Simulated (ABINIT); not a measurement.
# KMgF3 (Pm-3m) in ABINIT: single point with PBEsol

Aim: the single point of KMgF3 with PBEsol.

Program: ABINIT 10.8.3 (patched build). These are calculated values, not measurements. Logs are shortened: lines on timing, memory, paths and dates and some standing lists are left out, and cuts for length are marked. The log counts tension as positive stress, the text compression.

### 1 The structure

Symmetry: Pm-3m, No. 221, cubic system. The conventional cell has a = 3.986 Å, b = 3.986 Å, c = 3.986 Å, α = 90.00°, β = 90.00°, γ = 90.00°. K (site symmetry m-3m) has 12 F at 2.82 Å as nearest neighbours. Mg (site symmetry m-3m) has 6 F at 1.99 Å as nearest neighbours. Around F (site symmetry 4/mmm) lie 2 Mg at 1.99 Å.

### 2 Single point, PBEsol

Contents of run.abi:

```
# Pseudopotentials
pp_dirpath "./"
pseudos "K.GGA_PBE-ansatz.xml, Mg.GGA_PBE-ansatz.xml, F.GGA_PBE-ansatz.xml"

# Structure
acell 3*1.0
rprim
     7.5322593601     0.0000000000     0.0000000000
     0.0000000000     7.5322593601     0.0000000000
     0.0000000000     0.0000000000     7.5322593601
ntypat 3
znucl 19 12 9
natom 5
typat 1 2 3 3 3
xred
     0.5000000000     0.5000000000     0.5000000000
     0.0000000000     0.0000000000     0.0000000000
     0.0000000000     0.0000000000     0.5000000000
     0.0000000000     0.5000000000     0.0000000000
     0.5000000000     0.0000000000     0.0000000000

# Plane-wave basis
ecut 435.382180 eV
pawecutdg 32.0
pawxcdev 0
pawovlp 30

# k points
kptopt 1
ngkpt 5 5 5
nshiftk 1
shiftk 0.0 0.0 0.0

# Exchange and correlation
ixc -116133

# Bands and occupations
nband 24
occopt 3
tsmear 0.05 eV

# SCF cycle
nstep 100
tolvrs 1.0e-9

# Output
iomode 3
prtwf 0
prtden 0
prteig 0
prtebands 0
```

Potentials or basis: Ansatz PAW PBE default generated set, frozen core.

Started as:

```console
$ abinit run.abi > log 2>&1
```

run.abo:

```text
[... set-up lines left out ...]
 ETOT  1  -159.33754756428    -1.593E+02 2.205E+01 9.157E+00
 ETOT  2  -165.29936688538    -5.962E+00 9.867E-02 1.131E+01
 ETOT  3  -165.23068167882     6.869E-02 5.753E-02 3.513E+00
 ETOT  4  -165.21676090873     1.392E-02 1.264E-02 1.211E+00
 ETOT  5  -165.21458204149     2.179E-03 4.205E-03 4.940E-01
 ETOT  6  -165.21141955168     3.162E-03 2.279E-03 3.578E-02
 ETOT  7  -165.21160847028    -1.889E-04 3.025E-03 2.775E-03
 ETOT  8  -165.21165314109    -4.467E-05 5.859E-04 2.617E-03
 ETOT  9  -165.21164613667     7.004E-06 1.456E-03 3.228E-04
 ETOT 10  -165.21164442298     1.714E-06 3.776E-04 7.372E-06
 ETOT 11  -165.21164450543    -8.246E-08 6.339E-04 6.532E-06
 ETOT 12  -165.21164448601     1.942E-08 1.578E-04 7.553E-08
 ETOT 13  -165.21164448724    -1.230E-09 2.679E-04 7.669E-09
 ETOT 14  -165.21164448732    -7.574E-11 7.104E-05 1.031E-08
 ETOT 15  -165.21164448730     2.063E-11 1.097E-04 1.422E-10

 At SCF step   15       nres2   =  1.42E-10 < tolvrs=  1.00E-09 =>converged.

 Cartesian components of stress tensor (hartree/bohr^3)
  sigma(1 1)= -2.84860925E-06  sigma(3 2)=  0.00000000E+00
  sigma(2 2)= -2.84860925E-06  sigma(3 1)=  0.00000000E+00
  sigma(3 3)= -2.84860925E-06  sigma(2 1)=  0.00000000E+00

--- !ResultsGS
iteration_state: {dtset: 1, }
comment   : Summary of ground state results
lattice_vectors:
- [  7.5322594,   0.0000000,   0.0000000, ]
- [  0.0000000,   7.5322594,   0.0000000, ]
- [  0.0000000,   0.0000000,   7.5322594, ]
lattice_lengths: [   7.53226,    7.53226,    7.53226, ]
lattice_angles: [ 90.000,  90.000,  90.000, ] # degrees, (23, 13, 12)
lattice_volume:   4.2734222E+02
convergence: {deltae:  2.063E-11, res2:  1.422E-10, residm:  1.097E-04, diffor: null, }
etotal    :  -1.65211644E+02
entropy   :   0.00000000E+00
fermie    :   1.38807464E-01
cartesian_stress_tensor: # hartree/bohr^3
- [ -2.84860925E-06,   0.00000000E+00,   0.00000000E+00, ]
- [  0.00000000E+00,  -2.84860925E-06,   0.00000000E+00, ]
- [  0.00000000E+00,   0.00000000E+00,  -2.84860925E-06, ]
pressure_GPa:   8.3809E-02
xred      :
- [  5.0000E-01,   5.0000E-01,   5.0000E-01,  K]
- [  0.0000E+00,   0.0000E+00,   0.0000E+00, Mg]
- [  0.0000E+00,   0.0000E+00,   5.0000E-01,  F]
- [  0.0000E+00,   5.0000E-01,   0.0000E+00,  F]
- [  5.0000E-01,   0.0000E+00,   0.0000E+00,  F]
cartesian_forces: # hartree/bohr
- [ -0.00000000E+00,  -0.00000000E+00,  -0.00000000E+00, ]
- [ -0.00000000E+00,  -0.00000000E+00,  -0.00000000E+00, ]
- [ -0.00000000E+00,  -0.00000000E+00,  -0.00000000E+00, ]
- [ -0.00000000E+00,  -0.00000000E+00,  -0.00000000E+00, ]
- [ -0.00000000E+00,  -0.00000000E+00,  -0.00000000E+00, ]
force_length_stats: {min:   0.00000000E+00, max:   0.00000000E+00, mean:   0.00000000E+00, }
...

 Integrated electronic density in atomic spheres:
 ------------------------------------------------
 Atom  Sphere_radius  Integrated_density
    1        2.63806          7.85259180
    2        2.63806          9.92461354
    3        1.81225          6.75369531
    4        1.81225          6.75369531
    5        1.81225          6.75369531

[... 39 lines left out ...]
 frms,max,avg= 0.0000000E+00 0.0000000E+00   0.000E+00  0.000E+00  0.000E+00 e/A
 length scales=  1.000000000000  1.000000000000  1.000000000000 bohr
              =  0.529177210544  0.529177210544  0.529177210544 angstroms
 Fermi (or HOMO) energy (hartree) =   0.13881   Average Vxc (hartree)=  -0.35874
 Eigenvalues (hartree) for nkpt=  10  k points:
 kpt#   1, nband= 24, wtk=  0.00800, kpt=  0.0000  0.0000  0.0000 (reduced coord)
  -2.59303   -1.37881   -1.37881   -1.37881   -0.94395   -0.74315   -0.71863   -0.71863
  -0.33998   -0.33998   -0.33998   -0.09744   -0.09744   -0.09744   -0.03136   -0.03136
  -0.03136   -0.01991   -0.01991   -0.01991    0.25456    0.35767    0.35767    0.43714
      occupation numbers for kpt#   1
   2.00000    2.00000    2.00000    2.00000    2.00000    2.00000    2.00000    2.00000
   2.00000    2.00000    2.00000    2.00000    2.00000    2.00000    2.00000    2.00000
   2.00000    2.00000    2.00000    2.00000    0.00000    0.00000    0.00000    0.00000
 prteigrs : prtvol=0 or 1, do not print more k-points.

--- !EnergyTerms
iteration_state     : {dtset: 1, }
comment             : Components of total free energy in Hartree
kinetic             :  3.50367824785337E+01
hartree             :  4.97036695348211E+01
xc                  : -1.47323422644068E+01
Ewald energy        : -1.00018335343622E+02
psp_core            :  4.35904929330163E+00
local_psp           : -1.41212577039331E+02
PAW spherical_terms :  1.65210953503852E+00
internal            : -1.65211643805665E+02
'-kT*entropy'       :  3.13236513687240E-15
total_energy        : -1.65211643805665E+02
total_energy_eV     : -4.49563785192939E+03
...

--- !EnergyTermsDC
iteration_state     : {dtset: 1, }
comment             : '"Double-counting" decomposition of free energy'
band_energy         : -2.27555936605564E+01
Ewald energy        : -1.00018335343622E+02
psp_core            :  4.35904929330163E+00
xc_dc               : -4.57343715534794E+01
PAW spherical_terms : -1.06239322294048E+00
internal            : -1.65211644487297E+02
'-kT*entropy'       :  3.13236513687240E-15
total_energy_dc     : -1.65211644487297E+02
total_energy_dc_eV  : -4.49563787047753E+03
...

--- !EnergyTermsWithPAWCore
iteration_state     : {dtset: 1, }
comment             : 'Components of total free energy, including PAW core contributions'
Total energy        : -1.09751595410244E+03
Total energy DC     : -1.09751595478407E+03
Total energy (eV)   : -2.98649305382078E+04
Total energy DC (eV): -2.98649305567559E+04
...

 Cartesian components of stress tensor (hartree/bohr^3)
  sigma(1 1)= -2.84860925E-06  sigma(3 2)=  0.00000000E+00
  sigma(2 2)= -2.84860925E-06  sigma(3 1)=  0.00000000E+00
  sigma(3 3)= -2.84860925E-06  sigma(2 1)=  0.00000000E+00

-Cartesian components of stress tensor (GPa)         [Pressure=  8.3809E-02 GPa]
- sigma(1 1)= -8.38089776E-02  sigma(3 2)=  0.00000000E+00
- sigma(2 2)= -8.38089776E-02  sigma(3 1)=  0.00000000E+00
- sigma(3 3)= -8.38089776E-02  sigma(2 1)=  0.00000000E+00

== END DATASET(S) ==============================================================
================================================================================

 -outvars: echo values of variables after computation  --------
            acell      1.0000000000E+00  1.0000000000E+00  1.0000000000E+00 Bohr
           etotal     -1.6521164449E+02
            fcart     -0.0000000000E+00 -0.0000000000E+00 -0.0000000000E+00
                      -0.0000000000E+00 -0.0000000000E+00 -0.0000000000E+00
                      -0.0000000000E+00 -0.0000000000E+00 -0.0000000000E+00
                      -0.0000000000E+00 -0.0000000000E+00 -0.0000000000E+00
                      -0.0000000000E+00 -0.0000000000E+00 -0.0000000000E+00
            rprim      7.5322593601E+00  0.0000000000E+00  0.0000000000E+00
                       0.0000000000E+00  7.5322593601E+00  0.0000000000E+00
                       0.0000000000E+00  0.0000000000E+00  7.5322593601E+00
           strten     -2.8486092504E-06 -2.8486092504E-06 -2.8486092504E-06
                       0.0000000000E+00  0.0000000000E+00  0.0000000000E+00
           xangst      1.9929499986E+00  1.9929499986E+00  1.9929499986E+00
                       0.0000000000E+00  0.0000000000E+00  0.0000000000E+00
                       0.0000000000E+00  0.0000000000E+00  1.9929499986E+00
                       0.0000000000E+00  1.9929499986E+00  0.0000000000E+00
                       1.9929499986E+00  0.0000000000E+00  0.0000000000E+00
             xred      5.0000000000E-01  5.0000000000E-01  5.0000000000E-01
                       0.0000000000E+00  0.0000000000E+00  0.0000000000E+00
                       0.0000000000E+00  0.0000000000E+00  5.0000000000E-01
                       0.0000000000E+00  5.0000000000E-01  0.0000000000E+00
                       5.0000000000E-01  0.0000000000E+00  0.0000000000E+00
 Calculation completed.
```

Run time: 1.7 min. Hardware: 1 thread of Intel Xeon Platinum 8375C at 2.90GHz (Ice Lake), shared host; peak memory 0.25 GiB.

What came out:

```yaml
Free_energy: -4495.6379 eV
Pressure: 0.1 GPa
Band_gap_on_the_k_mesh: 7.21 eV, indirect (least direct gap 7.47 eV)
```

Caveat: the atomic spheres overlap; the PAW data sets were made with another functional, which shifts forces and pressure a little; an odd mesh through Γ misses points on the zone boundary, where band edges often lie.
